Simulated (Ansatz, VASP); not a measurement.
Two plane-wave programs on Si

```
CELL_PARAMETERS angstrom
0.00000 2.70083 2.70083
2.70083 0.00000 2.70083
2.70083 2.70083 0.00000
ATOMIC_POSITIONS crystal
Si 0.50000 0.50000 0.50000
Si 0.75000 0.75000 0.75000
```

Alike in both runs: functional LDA; k mesh 10 × 10 × 10; occupations gaussian, width 0.02 eV; no spin polarisation.

Ansatz relaxed the structure, and its values are those at the end. VASP's run is a single point on that final structure, the one shown.

```csv
,VASP,Ansatz
version,VASP 6.6.1,Ansatz 0.2.0
potentials or method,"VASP PAW LDA potentials, release 64 (Si)","scalar-relativistic, plane waves, PAW"
plane-wave cutoff (eV),520,420
valence electrons in the cell,8,8
```

```csv
,VASP,Ansatz,Ansatz less VASP
gap on the k mesh at the Fermi level (eV),0.45,0.46,+0.003
least direct gap on the mesh (eV),2.53,2.53,+0.002
pressure (GPa),0.1,0.0,-0.06
```

Ansatz warned: «pseudo_functional_mismatch».
